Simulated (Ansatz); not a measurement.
Au:

```xyz
1
Lattice="-1.6573 1.6573 1.6573 1.6573 -1.6573 1.6573 1.6573 1.6573 -1.6573" Properties=species:S:1:pos:R:3 pbc="T T T"
Au    0.0000    0.0000    0.0000
```

This isn't the form of Au at room conditions, which is fcc.

```yaml
Program: Ansatz 0.2.0
Task: relaxation of cell and atoms
Functional: PBE
Dispersion: D4
Potentials_or_basis: Ansatz PAW
Cutoff: "420 eV (not typed: the program's choice for these potentials)"
k_mesh: 11 × 11 × 11
Occupations: fermi-dirac, width 0.05 eV
Spin: no spin polarisation
```

At the start: volume 18.21 Å³/atom.

How do energy, volume and symmetry change on relaxing?

It ends after 4 steps and the volume is 17.41 Å³/atom (-4.4 %); space group Im-3m (No. 229, to 0.05 Å).

Step by step:
| step | energy change (eV) | largest force (eV/Å) | volume (Å³) |
| --- | --- | --- | --- |
| 1 | 0.0000 | 0.0000 | 18.21 |
| 2 | -0.0155 | 0.0000 | 17.56 |
| 3 | -0.0161 | 0.0000 | 17.41 |
| 4 | -0.0158 | 0.0000 | 17.41 |

Final structure:
```
Au
1.0
    -1.63280    1.63280    1.63280
     1.63280   -1.63280    1.63280
     1.63280    1.63280   -1.63280
Au
1
Direct
  0.00000 0.00000 0.00000
```

Caveat: the plane-wave basis is chosen anew once the cell has moved, so the energies of steps on either side of that aren't comparable; pairwise dispersion overbinds metals, which lowers pressure and volume.
